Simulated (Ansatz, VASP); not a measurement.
# Two plane-wave programs on La

```xyz
1
Lattice="-2.1120 2.1120 2.1120 2.1120 -2.1120 2.1120 2.1120 2.1120 -2.1120" Properties=species:S:1:pos:R:3 pbc="T T T"
La    0.0000    0.0000    0.0000
```

Alike in both runs: functional PBE; k mesh 14 × 14 × 14; occupations fermi-dirac, width 0.05 eV; no spin polarisation.

Ansatz relaxed the structure, and its values are those at the end. VASP's run is a single point on that final structure, the one shown.

```csv
,VASP,Ansatz
version,VASP 6.6.1,Ansatz 0.2.0
potentials or method,"VASP PAW PBE potentials, release 64 (La)","PAW with Ansatz's default frozen-core files, scalar-relativistic"
plane-wave cutoff (eV),520,420
valence electrons in the cell,11,11
```

```csv
,VASP,Ansatz,Ansatz less VASP
pressure (GPa),0.0,0.0,+0.01
```

With one functional, cell and mesh, what is left measures potentials, basis and numerics.

Spin-orbit coupling is left out, which matters for the levels of La.
